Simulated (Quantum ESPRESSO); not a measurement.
ZrB2:

```
Zr B
1.0
     3.17000    0.00000    0.00000
    -1.58500    2.74530    0.00000
     0.00000    0.00000    3.53300
Zr B
1 2
Direct
  0.00000 0.00000 0.00000
  0.66667 0.33333 0.50000
  0.33333 0.66667 0.50000
```

Program: Quantum ESPRESSO 7.5. Alike in all runs: task single point; level PBEsol+U; potentials or basis GBRV 1.5 PBEsol; no spin polarisation; cell as given; k mesh 10 × 10 × 8; cutoff (eV) 612; smearing fermi-dirac 0.05 eV.

**Question.** Order these runs on this cell by their pressure, lowest first.
A. U Zr d U = 6 eV
B. U Zr d U = 1 eV
C. U Zr d U = 8 eV
D. U Zr d U = 4 eV

**Answer.** C (-10.9 GPa), A (-9.1 GPa), D (-7.3 GPa), B (-4.8 GPa).

Caveats: U without spin polarisation on a metal has little footing; the U is typed as a test and isn't derived for this compound.
